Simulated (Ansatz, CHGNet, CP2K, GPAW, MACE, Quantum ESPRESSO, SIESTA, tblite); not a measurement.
# SIESTA runs on wurtzite SiC, size series (72 atoms)

How do the settings of SIESTA change the result for wurtzite SiC, size series (72 atoms)? A plane-wave run serves as the yardstick.

Main program and level: SIESTA 5.4.2; the method is named at each step.

## (1) The structure

The cell holds 72 atoms: 36 Si and 36 C. Cell: a = 9.228 Å, b = 9.228 Å, c = 10.096 Å, α = 90.0°, β = 90.0°, γ = 120.0°. It derives from SiC (wurtzite), repeated 3×3×2. Wurtzite SiC (a = 3.076 Å, c = 5.048 Å), 3 x 3 x 2 conventional cells; ideal positions. Then every atom was moved at random, 0.03 Å r.m.s. a Cartesian component.

The yardstick, on the same geometry:

| Property | Result |
| --- | --- |
| method | Kohn-Sham DFT, PBE, PAW, plane waves (Ansatz 0.2.0); cutoff 420 eV, Γ point, fermi-dirac smearing of 0.05 eV; PAW set soft_2 |
| r.m.s. force component | 0.9796 eV/Å |
| longest force | 4.452 eV/Å |
| pressure | 5.148 GPa |
| gap (highest filled to lowest empty level) | 1.998 eV |
| SCF cycles | 7 |
| time | 6.8 s on 4 threads of Arm Neoverse V1, shared host |
| CPU time | 22 s |

## (2) PBE, DZP, shift 0.01 Ry, mesh 300 Ry

Method: Kohn-Sham DFT, PBE, PseudoDojo 0.4.1 norm-conserving pseudopotentials (converted to PSML), numerical atomic orbitals (DZP), diagonalisation.

The .psml files are PseudoDojo norm-conserving potentials that we converted to this format, checked against plane waves on the same files for H, C, O, Si, Ge and Ca alone.

File input.fdf:

```
SystemLabel cell
NumberOfAtoms 72
NumberOfSpecies 2
%block ChemicalSpeciesLabel
  1 14 Si
  2 6 C
%endblock ChemicalSpeciesLabel
LatticeConstant 1.0 Ang
%block LatticeVectors
  9.22800 0.00000 0.00000
  -4.61400 7.99168 0.00000
  0.00000 0.00000 10.09600
%endblock LatticeVectors
PAO.BasisSize DZP
PAO.EnergyShift 0.01 Ry
XC.Functional GGA
XC.Authors PBE
MeshCutoff 300 Ry
%block kgrid_Monkhorst_Pack
  1 0 0 0.0
  0 1 0 0.0
  0 0 1 0.0
%endblock kgrid_Monkhorst_Pack
SolutionMethod diagon
OccupationFunction FD
ElectronicTemperature 580 K
SCF.Mixer.Method Pulay
SCF.Mixer.Weight 0.15
SCF.Mixer.History 8
SCF.Mix Hamiltonian
MaxSCFIterations 300
SCF.DM.Tolerance 1e-04
SCF.H.Tolerance 1.0e-3 eV
WriteForces T
Write.HirshfeldPop T
Write.VoronoiPop T
Write.DM F
Write.H F
XML.Write F
AtomicCoordinatesFormat Fractional
%block AtomicCoordinatesAndAtomicSpecies
  0.00790 0.00894 0.00317 1
  0.10932 0.22534 0.05961 2
  0.10937 0.21982 0.24977 1
  0.00141 1.00000 0.31162 2
  0.99777 0.99682 0.50083 1
  0.10631 0.21872 0.56114 2
  0.11349 0.22816 0.75296 1
  0.00243 0.00328 0.80947 2
  0.99643 0.33193 0.99889 1
  0.11287 0.56274 0.06335 2
  0.11583 0.55566 0.24901 1
  0.99775 0.33948 0.31070 2
  0.00352 0.33141 0.49943 1
  0.11087 0.55236 0.56191 2
  0.10364 0.55059 0.74867 1
  0.00101 0.33240 0.81313 2
  0.99942 0.66467 0.99322 1
  0.11065 0.88879 0.06515 2
  0.11112 0.88343 0.25179 1
  0.00455 0.67058 0.30774 2
  0.99969 0.66961 0.50264 1
  0.11669 0.89003 0.56490 2
  0.10809 0.88768 0.74922 1
  0.99983 0.66594 0.82131 2
  0.33049 0.00474 0.00204 1
  0.44517 0.21725 0.06476 2
  0.44879 0.21980 0.24700 1
  0.33248 0.99799 0.30666 2
  0.33540 0.00166 0.49664 1
  0.44689 0.21751 0.56130 2
  0.45062 0.22424 0.75291 1
  0.33359 0.00409 0.80994 2
  0.33229 0.32847 0.99778 1
  0.44707 0.56336 0.06230 2
  0.44330 0.55451 0.24884 1
  0.33031 0.33255 0.31613 2
  0.32906 0.33400 0.50340 1
  0.44843 0.56207 0.56509 2
  0.45122 0.56306 0.74896 1
  0.32953 0.33402 0.81133 2
  0.33534 0.66942 0.00245 1
  0.44472 0.88942 0.05931 2
  0.43856 0.88482 0.25164 1
  0.32825 0.66315 0.31086 2
  0.33316 0.67156 0.50245 1
  0.44380 0.88254 0.56105 2
  0.44351 0.88864 0.74464 1
  0.32633 0.66088 0.81515 2
  0.66170 0.99524 0.99724 1
  0.78118 0.22085 0.06364 2
  0.77726 0.22222 0.25148 1
  0.66202 0.99782 0.31130 2
  0.66543 0.99617 0.50617 1
  0.78295 0.22527 0.56432 2
  0.77932 0.22021 0.74985 1
  0.66162 0.00091 0.81734 2
[... 12 atom lines left out ...]
  0.66253 0.66156 0.50334 1
  0.78492 0.89085 0.56274 2
  0.77986 0.89139 0.75268 1
  0.66585 0.66323 0.81700 2
%endblock AtomicCoordinatesAndAtomicSpecies
```

Command:

```bash
$ OMP_NUM_THREADS=1 mpirun -np 2 siesta < input.fdf > output.txt
```

What it wrote:

```text
Version         : 5.4.2
reinit: System Name:
reinit: System Label: cell
initatom: Reading input for the pseudopotentials and atomic orbitals ----------
Species number:   1 Atomic number:   14 Label: Si
Species number:   2 Atomic number:    6 Label: C
Ground state valence configuration (from tables):   3s02  3p02  3d00  4f00
Ground state valence configuration (from tables):   2s02  2p02  3d00  4f00
---- Processing specs for species: Si
GGA--PBE XC_GGA_X_PBE--XC_GGA_C_PBE pb
---- Processing specs for species: C
GGA--PBE XC_GGA_X_PBE--XC_GGA_C_PBE pb
Si pseudopotential only contains V_ls up to l=2 -- lmxkb reset.
C pseudopotential only contains V_ls up to l=1 -- lmxkb reset.
Using PAO.SplitTailNorm
%block ChemicalSpeciesLabel
    1   14 Si                      # Species index, atomic number, species label
    2    6 C                       # Species index, atomic number, species label
%endblock ChemicalSpeciesLabel
%block PAO.Basis                 # Define Basis set
Si                    2                    # Species label, number of l-shells
 n=3   0   2                         # n, l, Nzeta
   5.392      3.847
   1.000      1.000
 n=3   1   2 P   1                   # n, l, Nzeta, Polarization, NzetaPol
   6.844      4.952
   1.000      1.000
C                     2                    # Species label, number of l-shells
 n=2   0   2                         # n, l, Nzeta
   4.484      3.048
   1.000      1.000
 n=2   1   2 P   1                   # n, l, Nzeta, Polarization, NzetaPol
   5.436      3.692
   1.000      1.000
%endblock PAO.Basis
coor:   Atomic-coordinates input format  =     Fractional
siesta: System type = bulk
initatomlists: Number of atoms, orbitals, and projectors:     72   936   936
siesta: ******************** Simulation parameters ****************************
Total number of electrons:   288.000000
Total ionic charge:   288.000000
 Kpoints in:            1 . Kpoints trimmed:            1
siesta: k-grid: Number of k-points = 1
siesta: k-points from Monkhorst-Pack grid
siesta: k-cutoff (effective) =     4.614 Ang
siesta: k-point supercell and displacements
siesta: k-grid:     1     0     0      0.000
siesta: k-grid:     0     1     0      0.000
siesta: k-grid:     0     0     1      0.000
                     ====================================
                        Single-point calculation
                     ====================================
outcell: Unit cell vectors (Ang):
        9.228000    0.000000    0.000000
       -4.614000    7.991680    0.000000
        0.000000    0.000000   10.096000
outcell: Cell vector modules (Ang)   :    9.228000    9.227998   10.096000
outcell: Cell angles (23,13,12) (deg):     90.0000     90.0000    120.0000
outcell: Cell volume (Ang**3)        :    744.5520
Gamma-point calculation with multiply-connected orbital pairs
Gamma-point calculation with multiply-connected orbital pairs
Folding of H and S implicitly performed
Folding of H and S implicitly performed
new_DM -- step:     1
Initializing Density Matrix...
Attempting to read DM from file... Failed...
DM filled with atomic data:
InitMesh: MESH = 90 x 90 x 108 = 874800
InitMesh: Mesh cutoff (required, used) =   300.000   316.265 Ry
stepf: Fermi-Dirac step function
        iscf     Eharris(eV)        E_KS(eV)     FreeEng(eV)     dDmax    Ef(eV) dHmax(eV)
   scf:    1    -9683.329578    -9974.824077    -9974.824077  1.833253 -4.878825  7.345671
   scf:    2   -10039.720293   -10009.434851   -10009.434851  0.062102 -5.214979  4.211360
   scf:    3   -10047.190716   -10034.092995   -10034.092995  0.102249 -4.708623  1.057312
   scf:    4   -10034.519985   -10034.485412   -10034.485413  0.018586 -4.632742  0.369726
   scf:    5   -10034.419272   -10034.485193   -10034.485193  0.003200 -4.627689  0.381116
   scf:    6   -10034.530421   -10034.517378   -10034.517378  0.003494 -4.621052  0.071364
[...]
scf:   10   -10034.525498   -10034.525483   -10034.525483  0.000096 -4.608909  0.001398
   scf:   11   -10034.525489   -10034.525486   -10034.525486  0.000110 -4.608955  0.000407
   scf:   12   -10034.525486   -10034.525486   -10034.525486  0.000024 -4.608963  0.000276
SCF Convergence by DM+H criterion
max |DM_out - DM_in|         :     0.0000241164
max |H_out - H_in|      (eV) :     0.0002764757
SCF cycle converged after 12 iterations
Using DM_out to compute the final energy and forces
siesta: E_KS(eV) =           -10034.5255
siesta: E_KS - E_eggbox =    -10034.5255
siesta: Atomic forces (eV/Ang):
     1   -0.666001   -2.090179   -0.409053
     2    0.882097    0.326311    0.602836
     3   -0.355437    0.650675    0.370295
     4   -0.162630   -0.324952   -0.085544
     5    0.995011    0.530073   -0.490990
     6    0.887513    0.355124    0.591245
[...]
70   -1.526498   -1.109268    0.695221
    71   -0.205395   -0.247501    0.115559
    72    0.173874    1.113631   -1.697507
----------------------------------------
   Tot   -0.000733    0.002155   -0.004993
----------------------------------------
   Max    4.648680
   Res    1.023562    sqrt( Sum f_i^2 / 3N )
----------------------------------------
   Max    4.648680    constrained
Stress tensor Voigt[x,y,z,yz,xz,xy] (kbar):      -77.66      -79.55      -67.16        2.77        1.20       -9.80
(Free)E + p*V (eV/cell)    -9999.7700
Target enthalpy (eV/cell)   -10034.5255
siesta: Program's energy decomposition (eV):
siesta: Ebs     =     -3383.737383
siesta: Eions   =     17139.289419
siesta: Ena     =      4831.537586
siesta: Ekin    =      5773.149254
siesta: Enl     =       307.677478
siesta: DEna    =      -134.870232
siesta: DUscf   =        37.762746
siesta: Ex      =     -3330.112700
siesta: Ec      =      -380.380199
siesta: Exc     =     -3710.492899
siesta: Eharris =    -10034.525486
siesta: Etot    =    -10034.525486
siesta: FreeEng =    -10034.525486
siesta: Final energy (eV):
siesta:  Band Struct. =   -3383.737383
siesta:       Kinetic =    5773.149254
siesta:       Hartree =    1184.102951
siesta:         Exch. =   -3330.112700
siesta:         Corr. =    -380.380199
siesta:   Exch.-corr. =   -3710.492899
siesta:  Ion-electron =   -7514.409583
siesta:       Ion-ion =   -5766.875209
siesta:         Total =  -10034.525486
siesta:         Fermi =      -4.608963
siesta: Stress tensor (static) (eV/Ang**3):
siesta:    -0.048470   -0.006119    0.000750
siesta:    -0.006119   -0.049649    0.001729
siesta:     0.000750    0.001729   -0.041920
siesta: Cell volume =        744.551964 Ang**3
siesta: Pressure (static):
siesta:                Solid            Molecule  Units
siesta:           0.00050841          0.00003211  Ry/Bohr**3
siesta:           0.04667970          0.00294831  eV/Ang**3
siesta:          74.78911989          4.72371218  kBar
    Orbital volume contribution        =          40.902524 eV
    (Free)E + p_basis*V_orbitals       =       -9993.622962 eV
    (Free)Eharris+ p_basis*V_orbitals  =       -9993.622962 eV
Hirshfeld Atomic Populations:
Atom #   charge [q] valence [e]  Species
     1     0.275545    3.724455  Si
     2    -0.272706    4.272706  C
     3     0.275350    3.724650  Si
     4    -0.275396    4.275396  C
     5     0.278586    3.721414  Si
     6    -0.274103    4.274103  C
     7     0.275049    3.724951  Si
     8    -0.274524    4.274524  C
     9     0.279718    3.720282  Si
    10    -0.275855    4.275855  C
    11     0.263412    3.736588  Si
    12    -0.274574    4.274574  C
[...]
--------------------
 Total    -0.000016
Voronoi Atomic Populations:
Atom #   charge [q] valence [e]  Species
[...]
67     0.376282    3.623718  Si
    68    -0.382885    4.382885  C
    69     0.386032    3.613968  Si
    70    -0.382357    4.382357  C
    71     0.378877    3.621123  Si
    72    -0.381258    4.381258  C
--------------------
 Total    -0.000015
```

The job ended after 2.1 min (2 MPI ranks of Arm Neoverse V1, shared host; peak memory 1.2 GiB).

Banners, paths, timers and routine set-up lines are dropped from the logs unmarked, and long logs keep their key lines alone; longer cuts are marked.

Compared with the plane-wave run:

* r.m.s. force component: 1.024 eV/Å
* r.m.s. difference of force components: 55.43 meV/Å
* longest difference of force vectors: 225.6 meV/Å
* force difference over r.m.s. force: 5.658 %
* slope of forces against the reference's: 1.044
* correlation of force components: 0.9994
* gap (highest filled to lowest empty level): 1.965 eV
* gap difference: -0.0326 eV
* pressure: 7.479 GPa
* pressure difference: 2.331 GPa

Length of the force difference by element (eV/Å):

```tsv
element	atoms	mean	most
C	36	0.093	0.23
Si	36	0.081	0.17
```

Levels nearest the highest filled one (eV from it): -1.04, -1.00, -0.93, -0.92, -0.89, -0.82, -0.73, -0.72, -0.62, -0.18, -0.06, 0.00, 1.97, 1.99, 3.06, 3.07, 3.10, 3.12, 3.15, 3.16, 3.45, 3.50, 3.58, 3.58.

The surroundings of Si53, picked at random, nearest first, numbered as they follow in the input and with coordinates relative to it.

```tsv
atom	x	y	z	distance (Å)	bonds	Hirshfeld charge (e)	Fx	Fy	Fz (eV/Å)
Si53	0.00	0.00	0.00	0.00	4	0.28	0.69	0.69	-1.52
C46	-1.52	-0.91	0.55	1.86	4	-0.27	-0.55	1.88	0.01
C70	1.59	-0.84	0.57	1.89	4	-0.28	-1.53	-1.11	0.70
C54	0.03	1.83	0.59	1.92	4	-0.27	-0.40	-0.75	-0.47
C52	-0.04	0.01	-1.97	1.97	4	-0.28	0.55	0.01	0.52
Si47	-1.55	-0.86	2.41	2.99	4	0.28	-0.76	-0.62	2.06
Si45	-1.57	-2.59	-0.04	3.03	4	0.28	0.41	-1.92	-0.84
Si55	0.02	1.79	2.46	3.04	4	0.27	-0.25	0.29	0.51
Si71	1.54	-0.84	2.49	3.04	4	0.28	-0.21	-0.25	0.12
```

Forces lie 5.7 % from the reference's, at 12 times its CPU time (on 2 against 4 cores).

## (3) PBE, TZP, shift 0.01 Ry, mesh 300 Ry

Method: Kohn-Sham DFT, PBE, PseudoDojo 0.4.1 norm-conserving pseudopotentials (converted to PSML), numerical atomic orbitals (TZP), diagonalisation.

Edit input.fdf of step 2 so:

```diff
@@ -13,3 +13,3 @@
 %endblock LatticeVectors
-PAO.BasisSize DZP
+PAO.BasisSize TZP
 PAO.EnergyShift 0.01 Ry
```

What it wrote:

```text
Version         : 5.4.2
reinit: System Name:
reinit: System Label: cell
initatom: Reading input for the pseudopotentials and atomic orbitals ----------
Species number:   1 Atomic number:   14 Label: Si
Species number:   2 Atomic number:    6 Label: C
Ground state valence configuration (from tables):   3s02  3p02  3d00  4f00
[... lines left out ...]
        iscf     Eharris(eV)        E_KS(eV)     FreeEng(eV)     dDmax    Ef(eV) dHmax(eV)
[... lines left out ...]
SCF Convergence by DM+H criterion
[... lines left out ...]
SCF cycle converged after 12 iterations
[... lines left out ...]
   Max    4.618682
[... lines left out ...]
   Max    4.618682    constrained
Stress tensor Voigt[x,y,z,yz,xz,xy] (kbar):      -77.73      -79.61      -68.80        2.87        1.20       -9.93
[... lines left out ...]
siesta: FreeEng =    -10038.667397
[... lines left out ...]
siesta:         Fermi =      -4.616866
[... lines left out ...]
siesta:           0.00051242          0.00003137  Ry/Bohr**3
siesta:           0.04704829          0.00288006  eV/Ang**3
siesta:          75.37966923          4.61436434  kBar
    Orbital volume contribution        =          51.245621 eV
    (Free)E + p_basis*V_orbitals       =       -9987.421776 eV
    (Free)Eharris+ p_basis*V_orbitals  =       -9987.421776 eV
Hirshfeld Atomic Populations:
Atom #   charge [q] valence [e]  Species
     1     0.276645    3.723355  Si
     2    -0.273607    4.273607  C
     3     0.276484    3.723516  Si
     4    -0.276504    4.276504  C
     5     0.279629    3.720371  Si
     6    -0.275046    4.275046  C
[...]
--------------------
 Total    -0.000020
Voronoi Atomic Populations:
Atom #   charge [q] valence [e]  Species
[...]
69     0.392218    3.607782  Si
    70    -0.388925    4.388925  C
    71     0.385286    3.614714  Si
    72    -0.387592    4.387592  C
--------------------
 Total    -0.000020
```

Elapsed: 3 min, on 2 MPI ranks; peak memory 1.5 GiB.

Compared with the plane-wave run:

```
r.m.s. force component                           : 1.028 eV/Å
r.m.s. difference of force components            : 57.48 meV/Å
longest difference of force vectors              : 196.1 meV/Å
force difference over r.m.s. force               : 5.868 %
slope of forces against the reference's          : 1.048
correlation of force components                  : 0.9995
gap (highest filled to lowest empty level) : 1.996 eV
gap difference                                   : -0.0022 eV
pressure                                         : 7.538 GPa
pressure difference                              : 2.39 GPa
```

Against the first run (5.7 %), the force difference from the reference is 5.9 %, at 1.4 times the CPU time, with 1224 basis functions against 936: size alone doesn't set the difference here.

The run ends at a pressure of 7.54 GPa, with forces up to 4.6 eV/Å.

[end of part 1 of 2]

[Also dropped from logs without a mark: logging warnings of Python, and SIESTA's first energy breakdown and zero terms.]

[Logs are printed without paths, hosts, clocks, repeated set-up lines and the standing remarks that a program may print on its own settings, such as how far it seeks lower states.]

[Hosts, paths, dates, database ids (printed as entryN), source tags and the programs' standing remarks are cut or masked in the printed files.]
